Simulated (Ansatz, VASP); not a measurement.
## Sn: VASP beside Ansatz

File INCAR:

```
ALGO = Normal ; EDIFF = 1E-6
ENCUT = 520 ; GGA = PS
ISIF = 2 ; ISMEAR = 1
LASPH = T ; LCHARG = T
LELF = T ; LREAL = F
LVHAR = T ; LWAVE = F
NBANDS = 13 ; NELM = 100
PREC = Accurate ; SIGMA = 0.1
```

The input KPOINTS:

```
k-points
0
Gamma
  10 10 10
```

File POSCAR:

```
Sn
1.0
   -2.0558923339      2.0558923339      1.6826146010
    2.0558923339     -2.0558923339      1.6826146010
    2.0558923339      2.0558923339     -1.6826146010
Sn
1
Direct
    0.0000000000      0.0000000000      0.0000000000
```

The input input.yaml:

```yaml
crystal:
  lattice:
    - [-2.0558923339, 2.0558923339, 1.682614601]
    - [2.0558923339, -2.0558923339, 1.682614601]
    - [2.0558923339, 2.0558923339, -1.682614601]
  atoms:
    - { symbol: Sn, position: [0.0, 0.0, 0.0] }
kpoints:
  mp_grid: { grid: [10, 10, 10] }
scf:
  occupations: { method: methfessel_paxton, width: 0.1 }
hamiltonian:
  xc: pbesol
  pseudopotentials: { kind: all_electron, lapw: { basis_error: 0.001 } }
output:
  forces: true
  stress: true
  eigenvalues: true
```

Change from the starting cell: volume scaled by 1.04.

Alike in both runs: task single point; functional PBEsol; k mesh 10 × 10 × 10; occupations methfessel-paxton of order 1, width 0.1 eV; no spin polarisation.

|  | VASP | Ansatz |
| --- | --- | --- |
| version | VASP 6.6.1 | Ansatz 0.2.0 |
| potentials or method | VASP PAW PBE potentials, release 64 (Sn_d) | all-electron LAPW, scalar-relativistic |
| plane-wave cutoff (eV) | 520 | see its input |

```tsv
	VASP	Ansatz	Ansatz less VASP
gap on the k mesh at the Fermi level (eV)	none	none	-
pressure (GPa)	-3.6	-3.5	+0.04
largest component of the traceless stress (GPa)	0.32	0.32	+0.002
```

A gap of «none» marks a metal or a gap that the smearing closes. Ansatz ran all-electron here, so the differences hold the error of VASP's frozen core and of both bases.

Caveats: the PAW data sets were made with another functional, which shifts forces and pressure a little (VASP).
